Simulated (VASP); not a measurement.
# Be (P4/mmm) in VASP: a series of runs

One crystal, Be, is run at these levels: PW91, optB88-vdW, vdW-DF-cx, rev-vdW-DF2, LDA; tasks: relaxation of cell and atoms, relaxation of shape and atoms at fixed volume.

Everything below comes from runs of VASP 6.6.1. Logs are shortened: lines on timing, memory, paths and dates and some standing lists are left out, and cuts for length are marked.

### 1 The crystal as given

Symmetry: P4/mmm, No. 123, tetragonal system. The conventional cell has a = 2.021 Å, b = 2.021 Å, c = 2.662 Å, α = 90.00°, β = 90.00°, γ = 90.00°. Around Be (site symmetry 4/mmm) lie 4 Be at 2.02 Å.

The cell was built by a generator and needn't be a form met in nature.

### 2 Relaxation of cell and atoms, PW91

File INCAR:

```
ALGO = Normal
EDIFF = 1E-6
EDIFFG = -0.01
ENCUT = 600
GGA = 91
IBRION = 2
ISIF = 3
ISMEAR = -1
LASPH = True
LCHARG = False
LREAL = False
LWAVE = False
NELM = 60
NSW = 60
PREC = Accurate
SIGMA = 0.05
```

File KPOINTS:

```
k-points
0
Gamma
  13 13 10
```

File POSCAR:

```
Be
1.0
    2.0208100000      0.0000000000      0.0000000000
    0.0000000000      2.0208100000      0.0000000000
    0.0000000000      0.0000000000      2.6616400000
Be
1
Direct
    0.0000000000      0.0000000000      0.5000000000
```

Potentials or basis: VASP PAW PBE potentials, release 64 (Be).

Run with:

```
$ cat potpaw_PBE.64/Be/POTCAR > POTCAR
$ mpirun -np 1 vasp_std > vasp.out
```

OUTCAR:

```text
EDIFF = 1E-6
   EDIFFG = -0.01
   ENCUT = 600
   GGA = 91
   IBRION = 2
   ISIF = 3
   ISMEAR = -1
   LASPH = True
   LREAL = False
   NELM = 60
   NSW = 60
   PREC = Accurate

 ion  position               nearest neighbor table
   1  0.000  0.000  0.500-

  LATTYP: Found a simple tetragonal cell.
 ALAT       =     2.0208100000
 C/A-ratio  =     1.3171154141

  Lattice vectors:

 A1 = (   2.0208100000,   0.0000000000,   0.0000000000)
 A2 = (   0.0000000000,   2.0208100000,   0.0000000000)
 A3 = (   0.0000000000,   0.0000000000,   2.6616400000)

Analysis of symmetry for initial positions (statically):
=====================================================================
 Subroutine PRICEL returns:
 Original cell was already a primitive cell.

 Routine SETGRP: Setting up the symmetry group for a
 simple tetragonal supercell.

 Subroutine GETGRP returns: Found 16 space group operations
 (whereof 16 operations were pure point group operations)
 out of a pool of 16 trial point group operations.

The static configuration has the point symmetry D_4h.

Analysis of symmetry for dynamics (positions and initial velocities):
=====================================================================
 Subroutine PRICEL returns:
 Original cell was already a primitive cell.

 Routine SETGRP: Setting up the symmetry group for a
 simple tetragonal supercell.

 Subroutine GETGRP returns: Found 16 space group operations
 (whereof 16 operations were pure point group operations)
 out of a pool of 16 trial point group operations.

The dynamic configuration has the point symmetry D_4h.

 Subroutine INISYM returns: Found 16 space group operations
 (whereof 16 operations are pure point group operations),
 and found     1 'primitive' translations

----------------------------------------------------------------------------------------

                                     Primitive cell

  volume of cell :      10.8693

  direct lattice vectors                    reciprocal lattice vectors
     2.020810000  0.000000000  0.000000000     0.494851075  0.000000000  0.000000000
     0.000000000  2.020810000  0.000000000     0.000000000  0.494851075  0.000000000
     0.000000000  0.000000000  2.661640000     0.000000000  0.000000000  0.375708210

  length of vectors
     2.020810000  2.020810000  2.661640000     0.494851075  0.494851075  0.375708210

  position of ions in fractional coordinates (direct lattice)
     0.000000000  0.000000000  0.500000000
[... 89 lines left out ...]
   EMIN   =  10.00;   EMAX   =-10.00  energy-range for DOS
   EFERMI =   0.00;   METHOD = LEGACY
   ISMEAR =    -1;   SIGMA  =   0.05  broadening in eV -4-tet -1-fermi 0-gaus
   EFERMI_NEDOS =   21; number of points for ismear=-14 and -15
   IALGO  =     38    algorithm
   IMIX   =      4    mixing-type and parameters
     AMIX     =   0.40;   BMIX     =  1.00
     AMIX_MAG =   1.60;   BMIX_MAG =  1.00
  volume/ion in A,a.u.               =      10.87        73.35
  Fermi-wavevector in a.u.,A,eV,Ry     =   0.931147  1.759612 11.796714  0.867034
  Thomas-Fermi vector in A             =   2.057609
   LORBIT       =      0    0 simple, 1 ext, 2 COOP (PROOUT), +10 PAW based schemes
   GGA     = 91    functional components
   LHFCALC =     F    Hartree Fock is set to
   AEXX    =    0.0000 exact exchange contribution
   IVDW    =     0    specifies the selected vdW correction
   LEPSILON=     F    determine dielectric tensor
   LRPA    =     F    only Hartree local field effects (RPA)
 conjugate gradient relaxation of ions
 non-spin polarized calculation
  energy-cutoff  :      600.00
  volume of cell :       10.87
 maximum number of plane-waves:       380
   NGX =  9   NGY =  9   NGZ = 11

--------------------------------------- Ionic step        1  -------------------------------------------

 number of electron       2.0000000 magnetization

 Free energy of the ion-electron system (eV)
  ---------------------------------------------------
  ext. energy  EPLUGINS =         0.00000000
  ---------------------------------------------------
  free energy    TOTEN  =        -2.81066253 eV

  energy without entropy =       -2.80890147  energy(sigma->0) =       -2.80978200

------------------------ aborting loop because EDIFF is reached ----------------------------------------

  FORCE on cell =-STRESS in cart. coord.  units (eV):
  Direction    XX          YY          ZZ          XY          YZ          ZX
  --------------------------------------------------------------------------------------
  -------------------------------------------------------------------------------------
  Total       -0.0194679     -0.0194679      0.0896549      0.0000000      0.0000000      0.0000000
  in kB       -2.8696589     -2.8696589     13.2155271      0.0000000      0.0000000      0.0000000
  external PRESSURE =       2.4920697 kB  Pullay stress =       0.0000000 kB
[... 92 lines left out ...]
--------------------------------------- Ionic step        4  -------------------------------------------

 number of electron       2.0000000 magnetization

 Free energy of the ion-electron system (eV)
  ---------------------------------------------------
  ext. energy  EPLUGINS =         0.00000000
  ---------------------------------------------------
  free energy    TOTEN  =        -2.81121221 eV

  energy without entropy =       -2.80913317  energy(sigma->0) =       -2.81017269

 E-fermi :   3.9649     XC(G=0):  -9.4168

 val. band max:        3.9454463300   @ k =   0.3077   0.0769   0.4000
 cond. band min:       4.0881001133   @ k =   0.1538   0.0769   0.3000
 fundamental gap:      0.1426537833
 Fermi energy:         3.9649107553

 k-point     1 :       0.0000    0.0000    0.0000
  band No.  band energies     occupation
      1      -5.0041      2.00000
      2       9.5832      0.00000
      3      15.9939      0.00000
      4      21.7366      0.00000
      5      21.7366      0.00000
[... 177 lines left out ...]
 k-point    24 :       0.3846    0.3077    0.0000
  band No.  band energies     occupation
      1       1.6921      2.00000
      2       7.8569      0.00000
      3      15.6066      0.00000
      4      16.8535      0.00000
      5      20.4884      0.00000

 [... further k-points ...]

------------------------ aborting loop because EDIFF is reached ----------------------------------------

  FORCE on cell =-STRESS in cart. coord.  units (eV):
  Direction    XX          YY          ZZ          XY          YZ          ZX
  --------------------------------------------------------------------------------------
  -------------------------------------------------------------------------------------
  Total        0.0000151      0.0000151      0.0046012      0.0000000      0.0000000      0.0000000
  in kB        0.0022087      0.0022087      0.6708789      0.0000000      0.0000000      0.0000000
  external PRESSURE =       0.2250988 kB  Pullay stress =       0.0000000 kB
[... 16 lines left out ...]
  FREE ENERGIE OF THE ION-ELECTRON SYSTEM (eV)
  ---------------------------------------------------
  free  energy   TOTEN  =        -2.8112122105 eV

  energy  without entropy=       -2.8091331736  energy(sigma->0) =       -2.81017269

 reached required accuracy - stopping structural energy minimisation
```

Wall time 4.2 s (1 thread of Intel Xeon 6975P-C (Granite Rapids), shared host); peak memory 0.12 GiB.

Results:

```yaml
Free_energy: -2.8112 eV
Relaxed_volume: 10.99 Å³/atom
Relaxed_cell: a = 2.020 Å, b = 2.020 Å, c = 2.693 Å, α = 90.00°, β = 90.00°, γ = 90.00°
Space_group_after_relaxing_to_0.05_Å: P4/mmm (No. 123)
Energy_gained_by_relaxing: 0.5 meV/atom
Ionic_steps: 4
Pressure_after_relaxing: 0.0 GPa
Band_gap_on_the_k_mesh: none (metal or under the smearing width)
```

Step by step:
| step | energy change (eV) | largest force (eV/Å) | pressure (GPa) | volume (Å³) |
| --- | --- | --- | --- | --- |
| 1 | 0.0000 | 0.0000 | 0.25 | 10.87 |
| 2 | -0.0003 | 0.0000 | 0.31 | 10.90 |
| 3 | -0.0005 | 0.0000 | 0.40 | 10.93 |
| 4 | -0.0005 | 0.0000 | 0.02 | 10.99 |

Final structure:
```
CELL_PARAMETERS angstrom
2.01996 0.00000 0.00000
0.00000 2.01996 0.00000
0.00000 0.00000 2.69312
ATOMIC_POSITIONS crystal
Be 0.00000 0.00000 0.50000
```

Caveat: the PAW data sets were made with another functional, which shifts forces and pressure a little.

### 3 Relaxation of cell and atoms, optB88-vdW

File INCAR:

```
AGGAC = 0.0
ALGO = Normal
EDIFF = 1E-6
EDIFFG = -0.01
ENCUT = 600
GGA = BO
IBRION = 2
ISIF = 3
ISMEAR = -1
LASPH = True
LCHARG = False
LREAL = False
LUSE_VDW = True
LWAVE = False
NELM = 60
NSW = 60
PARAM1 = 0.1833333333
PARAM2 = 0.22
PREC = Accurate
SIGMA = 0.05
```

KPOINTS is that of step 2.

POSCAR is that of step 2.

Potentials or basis: VASP PAW PBE potentials, release 64 (Be).

Run with:

```
$ cat potpaw_PBE.64/Be/POTCAR > POTCAR
$ mpirun -np 1 vasp_std > vasp.out
```

It took 14 s on 1 thread of Intel Xeon 6975P-C (Granite Rapids), shared host; peak memory 0.21 GiB.

Results (log left out):

```
Free energy                            : -2.3037 eV
Relaxed volume                         : 11.31 Å³/atom
Relaxed cell                           : a = 2.019 Å, b = 2.019 Å, c = 2.775 Å, α = 90.00°, β = 90.00°, γ = 90.00°
Space group after relaxing (to 0.05 Å) : P4/mmm (No. 123)
Energy gained by relaxing              : 4.8 meV/atom
Ionic steps                            : 4
Pressure after relaxing                : -0.1 GPa
Band gap on the k mesh                 : none (metal or under the smearing width)
```

Stress tensor (GPa, compression positive):
```
-0.13  0.00  0.00
 0.00 -0.13  0.00
 0.00  0.00  0.09
```

Step by step:
```tsv
step	energy change (eV)	largest force (eV/Å)	pressure (GPa)	volume (Å³)
1	0.0000	0.0000	0.74	10.87
2	-0.0026	0.0000	0.90	10.95
3	-0.0041	0.0000	1.25	11.08
4	-0.0048	0.0000	-0.06	11.31
```

Final structure:
```cif
data_structure
_symmetry_space_group_name_H-M 'P 1'
_symmetry_Int_Tables_number 1
_cell_length_a 2.0186
_cell_length_b 2.0186
_cell_length_c 2.7753
_cell_angle_alpha 90.000
_cell_angle_beta 90.000
_cell_angle_gamma 90.000
_cell_volume 11.31
loop_
_atom_site_label
_atom_site_type_symbol
_atom_site_fract_x
_atom_site_fract_y
_atom_site_fract_z
_atom_site_occupancy
Be1 Be 0.00000 0.00000 0.50000 1
```

Levels at points of the mesh, in eV from the Fermi level:
```tsv
k point	band 1	band 2	band 3	band 4	band 5
(0.00, 0.00, 0.00)	-8.67	4.99	11.35	17.89	17.89
(0.00, 0.00, 0.50)	-4.96	-4.39	18.84	18.84	25.31
```

Caveat: the PAW data sets were made with another functional, which shifts forces and pressure a little.

### 4 Relaxation of cell and atoms, vdW-DF-cx

Edit INCAR of step 3 so:

```diff
@@ -5,3 +5,3 @@
 ENCUT = 600
-GGA = BO
+GGA = CX
 IBRION = 2
@@ -16,4 +16,2 @@
 NSW = 60
-PARAM1 = 0.1833333333
-PARAM2 = 0.22
 PREC = Accurate
```

KPOINTS is that of step 3.

POSCAR is that of step 3.

Run with:

```
$ cat potpaw_PBE.64/Be/POTCAR > POTCAR
$ mpirun -np 1 vasp_std > vasp.out
```

It took 14 s on 1 thread of Intel Xeon 6975P-C (Granite Rapids), shared host; peak memory 0.22 GiB.

The run converged. Its results:

* Free energy: -2.3640 eV
* Relaxed volume: 11.13 Å³/atom
* Relaxed cell: a = 2.038 Å, b = 2.038 Å, c = 2.679 Å, α = 90.00°, β = 90.00°, γ = 90.00°
* Space group after relaxing (to 0.05 Å): P4/mmm (No. 123)
* Energy gained by relaxing: 1.6 meV/atom
* Ionic steps: 5
* Pressure after relaxing: 0.0 GPa
* Band gap on the k mesh: none (metal or under the smearing width)

The path:
| step | energy change (eV) | largest force (eV/Å) | pressure (GPa) | volume (Å³) |
| --- | --- | --- | --- | --- |
| 1 | 0.0000 | 0.0000 | 1.84 | 10.87 |
| 2 | -0.0015 | 0.0000 | 0.22 | 11.07 |
| 3 | -0.0015 | 0.0000 | 0.15 | 11.08 |
| 4 | -0.0015 | 0.0000 | 0.09 | 11.10 |
| 5 | -0.0016 | 0.0000 | 0.00 | 11.13 |

Final structure:
```
CELL_PARAMETERS angstrom
2.03842 0.00000 0.00000
0.00000 2.03842 0.00000
0.00000 0.00000 2.67872
ATOMIC_POSITIONS crystal
Be 0.00000 0.00000 0.50000
```

Levels at points of the mesh, in eV from the Fermi level:
```csv
k point,band 1,band 2,band 3,band 4,band 5
"(0.00, 0.00, 0.00)",-9.02,5.88,12.12,17.43,17.43
"(0.00, 0.00, 0.50)",-4.74,-4.70,18.69,18.69,25.82
```

Caveat: the PAW data sets were made with another functional, which shifts forces and pressure a little.

### 5 Relaxation of cell and atoms, rev-vdW-DF2

Edit INCAR of step 4 so:

```diff
@@ -5,3 +5,3 @@
 ENCUT = 600
-GGA = CX
+GGA = MK
 IBRION = 2
@@ -16,3 +16,6 @@
 NSW = 60
+PARAM1 = 0.1234
+PARAM2 = 0.711357
 PREC = Accurate
 SIGMA = 0.05
+ZAB_VDW = -1.8867
```

KPOINTS is that of step 4.

POSCAR is that of step 4.

Potentials or basis: VASP PAW PBE potentials, release 64 (Be).

Run with:

```
$ cat potpaw_PBE.64/Be/POTCAR > POTCAR
$ mpirun -np 1 vasp_std > vasp.out
```

OUTCAR:

```text
EDIFF = 1E-6
   EDIFFG = -0.01
   ENCUT = 600
   GGA = MK
   IBRION = 2
   ISIF = 3
   ISMEAR = -1
   LASPH = True
   LREAL = False
   NELM = 60
   NSW = 60
   PREC = Accurate

 ion  position               nearest neighbor table
   1  0.000  0.000  0.500-

  LATTYP: Found a simple tetragonal cell.
 ALAT       =     2.0208100000
 C/A-ratio  =     1.3171154141

  Lattice vectors:

 A1 = (   2.0208100000,   0.0000000000,   0.0000000000)
 A2 = (   0.0000000000,   2.0208100000,   0.0000000000)
 A3 = (   0.0000000000,   0.0000000000,   2.6616400000)

Analysis of symmetry for initial positions (statically):
=====================================================================
 Subroutine PRICEL returns:
 Original cell was already a primitive cell.

 Routine SETGRP: Setting up the symmetry group for a
 simple tetragonal supercell.

 Subroutine GETGRP returns: Found 16 space group operations
 (whereof 16 operations were pure point group operations)
 out of a pool of 16 trial point group operations.

The static configuration has the point symmetry D_4h.

Analysis of symmetry for dynamics (positions and initial velocities):
=====================================================================
 Subroutine PRICEL returns:
 Original cell was already a primitive cell.

 Routine SETGRP: Setting up the symmetry group for a
 simple tetragonal supercell.

 Subroutine GETGRP returns: Found 16 space group operations
 (whereof 16 operations were pure point group operations)
 out of a pool of 16 trial point group operations.

The dynamic configuration has the point symmetry D_4h.

 Subroutine INISYM returns: Found 16 space group operations
 (whereof 16 operations are pure point group operations),
 and found     1 'primitive' translations

----------------------------------------------------------------------------------------

[... 118 lines left out ...]
   IVDW_NL    =     1    kernel type
   BPARAM     = 6.3000
   IVDW    =     0    specifies the selected vdW correction
   LEPSILON=     F    determine dielectric tensor
   LRPA    =     F    only Hartree local field effects (RPA)
 conjugate gradient relaxation of ions
 non-spin polarized calculation
  energy-cutoff  :      600.00
  volume of cell :       10.87
 maximum number of plane-waves:       380
   NGX =  9   NGY =  9   NGZ = 11

--------------------------------------- Ionic step        1  -------------------------------------------

 number of electron       2.0000000 magnetization

 Free energy of the ion-electron system (eV)
  ---------------------------------------------------
  ext. energy  EPLUGINS =         0.00000000
  ---------------------------------------------------
  free energy    TOTEN  =        -2.44884166 eV

  energy without entropy =       -2.44709978  energy(sigma->0) =       -2.44797072

------------------------ aborting loop because EDIFF is reached ----------------------------------------

  FORCE on cell =-STRESS in cart. coord.  units (eV):
  Direction    XX          YY          ZZ          XY          YZ          ZX
  --------------------------------------------------------------------------------------
  -------------------------------------------------------------------------------------
  Total        0.0025745      0.0025745      0.0676637      0.0000000      0.0000000     -0.0000000
  in kB        0.3794965      0.3794965      9.9739281      0.0000000      0.0000000     -0.0000000
  external PRESSURE =       3.5776404 kB  Pullay stress =       0.0000000 kB
[... 61 lines left out ...]
--------------------------------------- Ionic step        3  -------------------------------------------

 number of electron       2.0000000 magnetization

 Free energy of the ion-electron system (eV)
  ---------------------------------------------------
  ext. energy  EPLUGINS =         0.00000000
  ---------------------------------------------------
  free energy    TOTEN  =        -2.44914340 eV

  energy without entropy =       -2.44717544  energy(sigma->0) =       -2.44815942

 E-fermi :   4.0136     XC(G=0):  -9.3990

 val. band max:        3.9896286410   @ k =   0.3077   0.0769   0.4000
 cond. band min:       4.1613141667   @ k =   0.1538   0.0769   0.3000
 fundamental gap:      0.1716855257
 Fermi energy:         4.0135621509

 k-point     1 :       0.0000    0.0000    0.0000
  band No.  band energies     occupation
      1      -4.9578      2.00000
      2       9.6956      0.00000
      3      16.1283      0.00000
      4      21.6860      0.00000
      5      21.6860      0.00000
[... 177 lines left out ...]
 k-point    24 :       0.3846    0.3077    0.0000
  band No.  band energies     occupation
      1       1.7123      2.00000
      2       7.8507      0.00000
      3      15.6271      0.00000
      4      16.9367      0.00000
      5      20.5106      0.00000

 [... further k-points ...]

------------------------ aborting loop because EDIFF is reached ----------------------------------------

  FORCE on cell =-STRESS in cart. coord.  units (eV):
  Direction    XX          YY          ZZ          XY          YZ          ZX
  --------------------------------------------------------------------------------------
  -------------------------------------------------------------------------------------
  Total        0.0046195      0.0046195      0.0020157      0.0000000     -0.0000000      0.0000000
  in kB        0.6745537      0.6745537      0.2943382      0.0000000     -0.0000000      0.0000000
  external PRESSURE =       0.5478152 kB  Pullay stress =       0.0000000 kB
[... 20 lines left out ...]
  energy  without entropy=       -2.4471754382  energy(sigma->0) =       -2.44815942

Total vdW correction in eV:      0.0616746

 reached required accuracy - stopping structural energy minimisation
```

It took 10 s on 1 thread of Intel Xeon 6975P-C (Granite Rapids), shared host; peak memory 0.22 GiB.

Results:

| Property | Result |
| --- | --- |
| Free energy | -2.4491 eV |
| Relaxed volume | 10.97 Å³/atom |
| Relaxed cell | a = 2.021 Å, b = 2.021 Å, c = 2.685 Å, α = 90.00°, β = 90.00°, γ = 90.00° |
| Space group after relaxing (to 0.05 Å) | P4/mmm (No. 123) |
| Energy gained by relaxing | 0.3 meV/atom |
| Ionic steps | 3 |
| Pressure after relaxing | 0.1 GPa |
| Band gap on the k mesh | none (metal or under the smearing width) |

The path:
| step | energy change (eV) | largest force (eV/Å) | pressure (GPa) | volume (Å³) |
| --- | --- | --- | --- | --- |
| 1 | 0.0000 | 0.0000 | 0.36 | 10.87 |
| 2 | -0.0002 | 0.0000 | 0.24 | 10.91 |
| 3 | -0.0003 | 0.0000 | 0.05 | 10.97 |

Final structure:
```cif
data_structure
_symmetry_space_group_name_H-M 'P 1'
_symmetry_Int_Tables_number 1
_cell_length_a 2.0215
_cell_length_b 2.0215
_cell_length_c 2.6850
_cell_angle_alpha 90.000
_cell_angle_beta 90.000
_cell_angle_gamma 90.000
_cell_volume 10.97
loop_
_atom_site_label
_atom_site_type_symbol
_atom_site_fract_x
_atom_site_fract_y
_atom_site_fract_z
_atom_site_occupancy
Be1 Be 0.00000 0.00000 0.50000 1
```

Caveat: the PAW data sets were made with another functional, which shifts forces and pressure a little.

[end of part 1 of 2]
